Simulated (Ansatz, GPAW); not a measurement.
**PbS: programs and potentials compared**

```
Pb S
1.0
     0.00000    2.96575    2.96575
     2.96575    0.00000    2.96575
     2.96575    2.96575    0.00000
Pb S
1 1
Direct
  0.00000 0.00000 0.00000
  0.50000 0.50000 0.50000
```

Alike in all runs: task band structure; functional PBEsol; k mesh 8 × 8 × 8; occupations gaussian, width 0.05 eV; no spin polarisation; no spin-orbit coupling. Pressure is positive in compression and, in plane waves, holds the error of the finite cutoff, which Ansatz's Pulay term estimates and takes out. Gaps are the smaller of the mesh's and the band path's.

```tsv
program and potentials	plane-wave cutoff (eV)	notes	band gap (eV)	pressure (GPa)
Ansatz, Ansatz PAW	420	potentials made for PBE, which Ansatz adapts in part	0.25	-0.85
GPAW, PAW data sets generated for this functional	600	-	0.20	-1.08
Ansatz, all-electron LAPW, scalar-relativistic	-	-	?	?
```

Q: Estimate from the other rows what the run with Ansatz, all-electron LAPW, scalar-relativistic gave.

A: Band gap 0.25 eV; pressure -0.84 GPa. The other rows, which needn't bracket it: band gap 0.20 to 0.25; pressure -1.08 to -0.85.
